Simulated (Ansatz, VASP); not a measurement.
This is a calculation of WC for VASP 6.6.1.

INCAR

```
ALGO = Normal ; EDIFF = 1E-7
ENCUT = 520 ; GGA = PE
ISIF = 2 ; ISMEAR = -1
LASPH = T ; LCHARG = F
LREAL = F ; LWAVE = F
NBANDS = 16 ; NELM = 80
PREC = Accurate ; SIGMA = 0.05
```

The input KPOINTS:

```
k-points
0
Gamma
  10 10 10
```

POSCAR

```
WC
1.0
    0.0000000000      2.3021091000      2.3021091000
    2.3021091000      0.0000000000      2.3021091000
    2.3021091000      2.3021091000      0.0000000000
W C
1 1
Direct
    0.0000000000      0.0000000000      0.0000000000
    0.7500000000      0.7500000000      0.7500000000
```

Potentials or basis: VASP PAW PBE potentials, release 64 (W_sv, C).

Command:

```sh
$ cat potpaw_PBE.64/W_sv/POTCAR potpaw_PBE.64/C/POTCAR > POTCAR
$ mpirun -np 1 vasp_std > vasp.out
```

Question: Translate it to Ansatz 0.2.0. Potentials there: Ansatz PAW.

Answer: As run (the cutoff follows the program's own potentials):

Contents of input.yaml:

```yaml
crystal:
  lattice:
    - [0.0, 2.3021091, 2.3021091]
    - [2.3021091, 0.0, 2.3021091]
    - [2.3021091, 2.3021091, 0.0]
  atoms:
    - { symbol: W, position: [0.0, 0.0, 0.0] }
    - { symbol: C, position: [0.75, 0.75, 0.75] }
hamiltonian:
  xc: pbe
  pseudopotentials: { kind: paw }
kpoints:
  mp_grid: { grid: [10, 10, 10] }
scf:
  occupations: { method: fermi_dirac, width: 0.05 }
output:
  forces: true
  stress: true
  eigenvalues: true
```

Potentials or basis: Ansatz PAW.

Run with:

```sh
$ ansatz run input.yaml --threads 1 --pin off --max-ram 3584MiB --backend cpu --events-out ev --progress --plain --runs-dir out
```

Both were run:

|  | VASP | Ansatz | Ansatz less VASP |
| --- | --- | --- | --- |
| gap on the k mesh at the Fermi level (eV) | none | none | - |
| pressure (GPa) | 18.9 | 18.0 | -0.90 |

A gap of «none» marks a metal or a gap that the smearing closes. With one functional, cell and mesh, what is left measures potentials, basis and numerics.

Caveats: so large a pressure means that the cell lies far from this level's equilibrium, or that cutoff or potentials fall short. Spin-orbit coupling is left out, which matters for the levels of W.
